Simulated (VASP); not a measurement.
CaO, 4 atoms in the cell. It takes space group P6_3/mmc (No. 194, hexagonal). Conventional cell: a = 3.658 Å, b = 3.658 Å, c = 5.699 Å, α = 90.00°, β = 90.00°, γ = 120.00°. Ca (site symmetry -6m2) has 3 O at 2.11 Å as nearest neighbours. O (site symmetry -6m2) is surrounded by 3 Ca at 2.11 Å. The cell comes from a database or a generator and needn't be the stable form of this composition.

| Item | Value |
| --- | --- |
| Program | VASP 6.6.1 |
| Task | single point |
| Functional | LDA |
| Potentials or basis | VASP PAW LDA potentials, release 64 (Ca_sv, O) |
| Cutoff | 520 eV |
| k mesh | 9 × 9 × 6 |
| Occupations | gaussian, width 0.05 eV |
| Spin | no spin polarisation |
| Dipole correction | no |
| Further INCAR settings | ALGO = Normal; EDIFF = 1e-06; NBANDS = 24 |

Potentials or basis: VASP PAW LDA potentials, release 64 (Ca_sv, O).

The run is started by

```bash
$ cat potpaw_LDA.64/Ca_sv/POTCAR potpaw_LDA.64/O/POTCAR > POTCAR
$ mpirun -np 1 vasp_std > vasp.out
```

Hardware: 1 thread of Intel(R) Xeon(R) 6975P-C (Granite Rapids), on a shared host.

Task: Estimate the wall time of this run.

Result: It took 34 s on 1 thread of Intel(R) Xeon(R) 6975P-C (Granite Rapids), on a shared host, peak memory 0.19 GiB. Counts: scf iterations 14, k points 48.
